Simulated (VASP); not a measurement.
# KCl (Sylvite) (Fm-3m) in VASP: notebook

The runs below take KCl (Sylvite) through single point, with r2SCAN, PBE.

Everything below comes from runs of VASP 6.6.1. Logs are shortened: lines on timing, memory, paths and dates and some standing lists are left out, and cuts for length are marked.

**Experimental background.**

From a printed reference work, monograph, for a bulk crystal of KCl: band gap 8.68 eV.

The runs below are set against these values where they give the same quantity.

**1. The cell of the first run**

The structure is cubic, space group Fm-3m (No. 225). Conventional cell: a = 6.416 Å, b = 6.416 Å, c = 6.416 Å, α = 90.00°, β = 90.00°, γ = 90.00°. K (site symmetry m-3m) has 6 Cl at 3.21 Å within 4.2 Å. Within 4.2 Å of Cl (site symmetry m-3m) lie 6 K at 3.21 Å.

**2. Single point, r2SCAN**

POSCAR

```
KCl
1.0
    0.0000000000      3.2081811574      3.2081811574
    3.2081811574      0.0000000000      3.2081811574
    3.2081811574      3.2081811574      0.0000000000
K Cl
1 1
Direct
    0.0000000000      0.0000000000      0.0000000000
    0.5000000000      0.5000000000      0.5000000000
```

INCAR.step1

```
SYSTEM = KCl
PREC     = Accurate       ! precision mode
ENCUT    = 520            ! plane-wave cutoff, eV
ISMEAR   = -1             ! smearing method
SIGMA    = 0.05           ! smearing width, eV
LREAL    = .False.        ! projectors in reciprocal space
LASPH    = .True.         ! aspherical terms in the spheres
NELM     = 60             ! most SCF steps
NBANDS   = 15             ! bands
GGA      = PE             ! functional
ALGO     = Normal         ! electronic algorithm
EDIFF    = 1E-4           ! SCF threshold, eV
LWAVE    = .True.         ! write WAVECAR
LCHARG   = .False.        ! write CHGCAR
```

INCAR.step2

```
SYSTEM = KCl
PREC     = Accurate       ! precision mode
ENCUT    = 520            ! plane-wave cutoff, eV
EDIFF    = 1E-7           ! SCF threshold, eV
ISMEAR   = -1             ! smearing method
SIGMA    = 0.05           ! smearing width, eV
LREAL    = .False.        ! projectors in reciprocal space
LASPH    = .True.         ! aspherical terms in the spheres
NELM     = 60             ! most SCF steps
ALGO     = Normal         ! electronic algorithm
ISIF     = 2              ! what is computed and relaxed
LWAVE    = .False.        ! write WAVECAR
LCHARG   = .False.        ! write CHGCAR
METAGGA  = R2SCAN         ! meta-GGA
LMIXTAU  = .True.       
NBANDS   = 15             ! bands
ISTART   = 1
```

KPOINTS

```
Automatic mesh
0
Gamma
  7 7 7
  0 0 0
```

Potentials or basis: VASP PAW PBE potentials, release 64 (K_sv, Cl).

On the command line:

```bash
> cat potpaw_PBE.64/K_sv/POTCAR potpaw_PBE.64/Cl/POTCAR > POTCAR
> cp INCAR.step1 INCAR
> mpirun -np 1 vasp_std > vasp.out
> cp INCAR.step2 INCAR
> mpirun -np 1 vasp_std > vasp.out
```

OUTCAR:

```text
SYSTEM = KCl
   PREC = Accurate
   ENCUT = 520
   EDIFF = 1E-7
   ISMEAR = -1
   LREAL = .False.
   LASPH = .True.
   NELM = 60
   ISIF = 2
   METAGGA = R2SCAN
   ISTART = 1

 ion  position               nearest neighbor table
   1  0.000  0.000  0.000-   2 3.21   2 3.21   2 3.21   2 3.21   2 3.21   2 3.21
   2  0.500  0.500  0.500-   1 3.21   1 3.21   1 3.21   1 3.21   1 3.21   1 3.21

  LATTYP: Found a face centered cubic cell.
 ALAT       =     6.4163623148

  Lattice vectors:

 A1 = (   0.0000000000,   3.2081811574,   3.2081811574)
 A2 = (   3.2081811574,   0.0000000000,   3.2081811574)
 A3 = (   3.2081811574,   3.2081811574,   0.0000000000)

Analysis of symmetry for initial positions (statically):
=====================================================================
 Subroutine PRICEL returns:
 Original cell was already a primitive cell.

 Routine SETGRP: Setting up the symmetry group for a
 face centered cubic supercell.

 Subroutine GETGRP returns: Found 48 space group operations
 (whereof 48 operations were pure point group operations)
 out of a pool of 48 trial point group operations.

The static configuration has the point symmetry O_h .

Analysis of symmetry for dynamics (positions and initial velocities):
=====================================================================
 Subroutine PRICEL returns:
 Original cell was already a primitive cell.

 Routine SETGRP: Setting up the symmetry group for a
 face centered cubic supercell.

 Subroutine GETGRP returns: Found 48 space group operations
 (whereof 48 operations were pure point group operations)
 out of a pool of 48 trial point group operations.

The dynamic configuration has the point symmetry O_h .

 Subroutine INISYM returns: Found 48 space group operations
 (whereof 48 operations are pure point group operations),
 and found     1 'primitive' translations

----------------------------------------------------------------------------------------

                                     Primitive cell

  volume of cell :      66.0399

  direct lattice vectors                    reciprocal lattice vectors
     0.000000000  3.208181157  3.208181157    -0.155851548  0.155851548  0.155851548
     3.208181157  0.000000000  3.208181157     0.155851548 -0.155851548  0.155851548
     3.208181157  3.208181157  0.000000000     0.155851548  0.155851548 -0.155851548

  length of vectors
     4.537053303  4.537053303  4.537053303     0.269942800  0.269942800  0.269942800

  position of ions in fractional coordinates (direct lattice)
[... 8 lines left out ...]
----------------------------------------------------------------------------------------

 KPOINTS: Automatic mesh

Automatic generation of k-mesh.
 Grid dimensions read from file:
 generate k-points for:    7    7    7

 Generating k-lattice:

  Cartesian coordinates                     Fractional coordinates (reciprocal lattice)
    -0.022264507  0.022264507  0.022264507     0.142857143  0.000000000  0.000000000
     0.022264507 -0.022264507  0.022264507     0.000000000  0.142857143  0.000000000
     0.022264507  0.022264507 -0.022264507     0.000000000  0.000000000  0.142857143

  Length of vectors
     0.038563257  0.038563257  0.038563257

  Shift w.r.t. Gamma in fractional coordinates (k-lattice)
     0.000000000  0.000000000  0.000000000

 Subroutine IBZKPT returns following result:
 ===========================================

 Found     20 irreducible k-points:

 Following reciprocal coordinates:
            Coordinates               Weight
  0.000000  0.000000  0.000000      1.000000
  0.142857  0.000000  0.000000      8.000000
  0.285714  0.000000  0.000000      8.000000
  0.428571  0.000000  0.000000      8.000000
  0.142857  0.142857  0.000000      6.000000
  0.285714  0.142857  0.000000     24.000000
[... 12 lines left out ...]
 -0.428571  0.428571  0.142857     24.000000
 -0.285714  0.428571  0.142857     24.000000
   k-points           NKPTS =     20   k-points in BZ     NKDIM =     20   number of bands    NBANDS=     15
   number of dos      NEDOS =    301   number of ions     NIONS =      2
   total plane-waves  NPLWV =  46656
   dimension x,y,z NGX =    36 NGY =   36 NGZ =   36
   dimension x,y,z NGXF=    72 NGYF=   72 NGZF=   72
   ions per type =               1   1
   NGX,Y,Z   is equivalent  to a cutoff of  13.19, 13.19, 13.19 a.u.
   NGXF,Y,Z  is equivalent  to a cutoff of  26.38, 26.38, 26.38 a.u.
 SYSTEM =  KCl
   PREC   = accura    normal or accurate (medium, high low for compatibility)
   ISTART =      1    job   : 0-new  1-cont  2-samecut
   ICHARG =      0    charge: 1-file 2-atom 10-const
   ISPIN  =      1    spin polarized calculation?
   LNONCOLLINEAR =      F non collinear calculations
   LSORBIT =      F    spin-orbit coupling
   LASPH  =      T    aspherical Exc in radial PAW
   ENCUT  =  520.0 eV  38.22 Ry    6.18 a.u.   8.44  8.44  8.44*2*pi/ulx,y,z
   NELM   =     60;   NELMIN=  2; NELMDL=  0     # of ELM steps
   EDIFF  = 0.1E-06   stopping-criterion for ELM
   LREAL  =      F    real-space projection
   EDIFFG = 0.1E-05   stopping-criterion for IOM
   NSW    =      0    number of steps for IOM
   IBRION =     -1    ionic relax: 0-MD 1-quasi-New 2-CG
   NFREE  =      0    steps in history (QN), initial steepest desc. (CG)
   ISIF   =      2    stress and relaxation
   ISYM   =      2    0-nonsym 1-usesym 2-fastsym
   POTIM  = 0.5000    time-step for ionic-motion
   TEBEG  =    0.0;   TEEND  =   0.0 temperature during run
   PSTRESS=    0.0 pullay stress
   NELECT =      16.0000    total number of electrons
   NUPDOWN=      -1.0000    fix difference up-down
   EMIN   =  10.00;   EMAX   =-10.00  energy-range for DOS
   EFERMI =   0.00;   METHOD = LEGACY
   ISMEAR =    -1;   SIGMA  =   0.05  broadening in eV -4-tet -1-fermi 0-gaus
   EFERMI_NEDOS =   21; number of points for ismear=-14 and -15
   IALGO  =     38    algorithm
   IMIX   =      4    mixing-type and parameters
     AMIX     =   0.40;   BMIX     =  1.00
     AMIX_MAG =   1.60;   BMIX_MAG =  1.00
  volume/ion in A,a.u.               =      33.02       222.83
  Fermi-wavevector in a.u.,A,eV,Ry     =   1.020577  1.928612 14.171532  1.041578
  Thomas-Fermi vector in A             =   2.154155
   LORBIT       =      0    0 simple, 1 ext, 2 COOP (PROOUT), +10 PAW based schemes
   METAGGA = R2SCAN    functional components
   LHFCALC =     F    Hartree Fock is set to
   AEXX    =    0.0000 exact exchange contribution
   IVDW    =     0    specifies the selected vdW correction
   LEPSILON=     F    determine dielectric tensor
   LRPA    =     F    only Hartree local field effects (RPA)
 non-spin polarized calculation
  energy-cutoff  :      520.00
  volume of cell :       66.04
 maximum number of plane-waves:      1807
 NGX is ok and might be reduce to    36
   NGX = 17   NGY = 17   NGZ = 17

 number of electron      15.9999998 magnetization

 Free energy of the ion-electron system (eV)
  ---------------------------------------------------
  ext. energy  EPLUGINS =         0.00000000
  ---------------------------------------------------
  free energy    TOTEN  =       -16.49529510 eV

  energy without entropy =      -16.49529510  energy(sigma->0) =      -16.49529510

 E-fermi :  -1.4343     XC(G=0):  -7.6945

 val. band max:       -2.4830809348   @ k =   0.0000   0.0000   0.0000
 cond. band min:       3.1472196809   @ k =   0.0000   0.0000   0.0000
 fundamental gap:      5.6303006157
 Fermi energy:        -1.4342804102

 k-point     1 :       0.0000    0.0000    0.0000
  band No.  band energies     occupation
      1     -30.9000      2.00000
      2     -15.0900      2.00000
      3     -13.5893      2.00000
      4     -13.5893      2.00000
      5     -13.5893      2.00000
      6      -2.4831      2.00000
      7      -2.4831      2.00000
      8      -2.4831      2.00000
      9       3.1472      0.00000
     10       6.5201      0.00000
     11       6.5201      0.00000
     12       6.5201      0.00000
     13       7.5294      0.00000
     14       7.5294      0.00000
     15      10.6639      0.00000

 k-point     2 :       0.1429    0.0000    0.0000
  band No.  band energies     occupation
      1     -30.8986      2.00000
      2     -15.1190      2.00000
      3     -13.5907      2.00000
      4     -13.5907      2.00000
      5     -13.5510      2.00000
      6      -2.6947      2.00000
      7      -2.5379      2.00000
      8      -2.5379      2.00000
      9       3.6010      0.00000
     10       6.3295      0.00000
     11       6.7705      0.00000
     12       6.7705      0.00000
     13       7.7881      0.00000
     14       7.7881      0.00000
     15      11.4288      0.00000

 k-point     3 :       0.2857    0.0000    0.0000
  band No.  band energies     occupation
      1     -30.8954      2.00000
      2     -15.1795      2.00000
      3     -13.5937      2.00000
      4     -13.5937      2.00000
      5     -13.4692      2.00000
      6      -3.1055      2.00000
      7      -2.6566      2.00000
      8      -2.6566      2.00000
      9       4.6166      0.00000
     10       6.2008      0.00000
     11       7.4712      0.00000
     12       7.4712      0.00000
     13       8.4803      0.00000
     14       8.4803      0.00000
     15      11.3014      0.00000
[... 271 lines left out ...]
 k-point    19 :      -0.4286    0.4286    0.1429
  band No.  band energies     occupation
      1     -30.8906      2.00000
      2     -15.0672      2.00000
      3     -13.6654      2.00000
      4     -13.6424      2.00000
      5     -13.5555      2.00000
      6      -3.0862      2.00000
      7      -2.8040      2.00000
      8      -2.7822      2.00000
      9       5.1590      0.00000
     10       6.4822      0.00000
     11       7.5819      0.00000
     12       8.6342      0.00000
     13       8.9480      0.00000
     14       9.6003      0.00000
     15      10.0647      0.00000

 k-point    20 :      -0.2857    0.4286    0.1429
  band No.  band energies     occupation
      1     -30.8903      2.00000
      2     -15.0888      2.00000
      3     -13.6699      2.00000
      4     -13.6423      2.00000
      5     -13.5188      2.00000
      6      -3.0089      2.00000
      7      -2.9606      2.00000
      8      -2.8125      2.00000
      9       5.7140      0.00000
     10       6.3821      0.00000
     11       7.6704      0.00000
     12       8.0502      0.00000
     13       9.4847      0.00000
     14       9.6587      0.00000
     15      10.4251      0.00000

------------------------ aborting loop because EDIFF is reached ----------------------------------------

  FORCE on cell =-STRESS in cart. coord.  units (eV):
  Direction    XX          YY          ZZ          XY          YZ          ZX
  --------------------------------------------------------------------------------------
  -------------------------------------------------------------------------------------
  Total       -0.4118906     -0.4118906     -0.4118906     -0.0000000      0.0000000      0.0000000
  in kB       -9.9927692     -9.9927692     -9.9927692     -0.0000000      0.0000000      0.0000000
  external PRESSURE =      -9.9927692 kB  Pullay stress =       0.0000000 kB

 VOLUME and BASIS-vectors are now :
 -----------------------------------------------------------------------------
  energy-cutoff  :      520.00
  volume of cell :       66.04
      direct lattice vectors                 reciprocal lattice vectors
     0.000000000  3.208181157  3.208181157    -0.155851548  0.155851548  0.155851548
     3.208181157  0.000000000  3.208181157     0.155851548 -0.155851548  0.155851548
     3.208181157  3.208181157  0.000000000     0.155851548  0.155851548 -0.155851548

 POSITION                                       TOTAL-FORCE (eV/Angst)
 -----------------------------------------------------------------------------------
      0.00000      0.00000      0.00000        -0.000000      0.000000      0.000000
      3.20818      3.20818      3.20818         0.000000     -0.000000     -0.000000
 -----------------------------------------------------------------------------------
    total drift:                                0.000000      0.000000      0.000000

  FREE ENERGIE OF THE ION-ELECTRON SYSTEM (eV)
  ---------------------------------------------------
  free  energy   TOTEN  =       -16.4952950952 eV

  energy  without entropy=      -16.4952950951  energy(sigma->0) =      -16.49529510
```

It took 54 s on 1 thread of Intel Xeon 6975P-C (Granite Rapids), shared host; peak memory 0.21 GiB.

Results:

```yaml
Free_energy: -16.4953 eV
Pressure: -1.0 GPa
Band_gap_on_the_k_mesh: 5.63 eV, direct
```

Caveat: the PAW data sets were made with another functional, which shifts forces and pressure a little.

**3. Single point, PBE**

This run uses another cell than the first one, of 29.28 Å³/atom, 0.887 times its volume.

INCAR

```
SYSTEM = KCl
ALGO = Normal
EDIFF = 1E-6
ENCUT = 520
GGA = PE
ISIF = 2
ISMEAR = -1
LASPH = .TRUE.
LCHARG = .FALSE.
LREAL = .FALSE.
LWAVE = .FALSE.
NBANDS = 15
NELM = 100
PREC = Accurate
SIGMA = 0.05
```

KPOINTS

```
k-points
0
G
  7 7 7
  0 0 0
```

POSCAR

```
KCl
1.0
    0.0000000000      3.0822383035      3.0822383035
    3.0822383035      0.0000000000      3.0822383035
    3.0822383035      3.0822383035      0.0000000000
K Cl
1 1
Direct
    0.0000000000      0.0000000000      0.0000000000
    0.5000000000      0.5000000000      0.5000000000
```

Potentials or basis: VASP PAW PBE potentials, release 64 (K_sv, Cl).

On the command line:

```bash
> cat potpaw_PBE.64/K_sv/POTCAR potpaw_PBE.64/Cl/POTCAR > POTCAR
> mpirun -np 1 vasp_std > vasp.out
```

OUTCAR:

```text
SYSTEM = KCl
   EDIFF = 1E-6
   ENCUT = 520
   GGA = PE
   ISIF = 2
   ISMEAR = -1
   LASPH = .TRUE.
   LREAL = .FALSE.
   NELM = 100
   PREC = Accurate

 ion  position               nearest neighbor table
   1  0.000  0.000  0.000-   2 3.08   2 3.08   2 3.08   2 3.08   2 3.08   2 3.08
   2  0.500  0.500  0.500-   1 3.08   1 3.08   1 3.08   1 3.08   1 3.08   1 3.08

  LATTYP: Found a face centered cubic cell.
 ALAT       =     6.1644766070

  Lattice vectors:

 A1 = (   0.0000000000,   3.0822383035,   3.0822383035)
 A2 = (   3.0822383035,   0.0000000000,   3.0822383035)
 A3 = (   3.0822383035,   3.0822383035,   0.0000000000)

Analysis of symmetry for initial positions (statically):
=====================================================================
 Subroutine PRICEL returns:
 Original cell was already a primitive cell.

 Routine SETGRP: Setting up the symmetry group for a
 face centered cubic supercell.

 Subroutine GETGRP returns: Found 48 space group operations
 (whereof 48 operations were pure point group operations)
 out of a pool of 48 trial point group operations.

[... 169 lines left out ...]
      5     -12.0977      2.00000
      6      -1.5832      2.00000
      7      -1.5832      2.00000
      8      -1.5832      2.00000
      9       3.8251      0.00000
     10       6.8242      0.00000
     11       6.8242      0.00000
     12       6.8242      0.00000
     13       7.7357      0.00000
     14       7.7357      0.00000
[... 329 lines left out ...]
      2     -13.7883      2.00000
      3     -12.2311      2.00000
      4     -12.1853      2.00000
      5     -11.9925      2.00000
      6      -2.2238      2.00000
      7      -2.1228      2.00000
      8      -1.9846      2.00000
      9       6.2125      0.00000
     10       6.9753      0.00000
     11       8.2467      0.00000
     12       8.6097      0.00000
     13      10.0349      0.00000
     14      10.1797      0.00000
     15      11.1237      0.00000

------------------------ aborting loop because EDIFF is reached ----------------------------------------

  FORCE on cell =-STRESS in cart. coord.  units (eV):
  Direction    XX          YY          ZZ          XY          YZ          ZX
  --------------------------------------------------------------------------------------
  -------------------------------------------------------------------------------------
  Total        0.8101686      0.8101686      0.8101686     -0.0000000     -0.0000000      0.0000000
  in kB       22.1644710     22.1644710     22.1644710     -0.0000000     -0.0000000      0.0000000
  external PRESSURE =      22.1644710 kB  Pullay stress =       0.0000000 kB

 VOLUME and BASIS-vectors are now :
 -----------------------------------------------------------------------------
  energy-cutoff  :      520.00
  volume of cell :       58.56
      direct lattice vectors                 reciprocal lattice vectors
     0.000000000  3.082238304  3.082238304    -0.162219774  0.162219774  0.162219774
     3.082238304  0.000000000  3.082238304     0.162219774 -0.162219774  0.162219774
     3.082238304  3.082238304  0.000000000     0.162219774  0.162219774 -0.162219774

 POSITION                                       TOTAL-FORCE (eV/Angst)
 -----------------------------------------------------------------------------------
      0.00000      0.00000      0.00000        -0.000000     -0.000000     -0.000000
      3.08224      3.08224      3.08224         0.000000      0.000000      0.000000
 -----------------------------------------------------------------------------------
    total drift:                                0.000000     -0.000000     -0.000000

  FREE ENERGIE OF THE ION-ELECTRON SYSTEM (eV)
  ---------------------------------------------------
  free  energy   TOTEN  =        -6.7688030739 eV

  energy  without entropy=       -6.7688030739  energy(sigma->0) =       -6.76880307
```

stdout:

```text
POSCAR found type information on POSCAR K Cl
 POSCAR found :  2 types and       2 ions
 scaLAPACK will be used
 LDA part: xc-table for (Slater+PW92), standard interpolation
 POSCAR, INCAR and KPOINTS ok, starting setup
 FFT: planning ... GRIDC
 FFT: planning ... GRID_SOFT
 FFT: planning ... GRID
 WAVECAR not read
 entering main loop
```

Run time: 14 s. Hardware: 1 thread of Intel Xeon Platinum 8259CL at 2.50GHz (Skylake/Cascade Lake), shared host; peak memory 0.18 GiB.

Results:

```
Free energy            : -6.7688 eV
Pressure               : 2.2 GPa
Band gap on the k mesh : 5.41 eV, direct
```

**4. Comparison with measurements**

Step 2. A measured gap of KCl is 8.68 eV (a printed reference work, monograph); the calculated 5.63 eV misses it by -3.05 eV. The value is that of r2SCAN on a finite k mesh, which can miss the band edges, without temperature or zero-point motion.

Step 3. Measured gap of KCl: 8.68 eV (a printed reference work, monograph). This calculation gives 5.41 eV (-3.27 eV). The value is that of PBE, without temperature or zero-point motion. Semilocal functionals fall short of measured gaps as a rule.
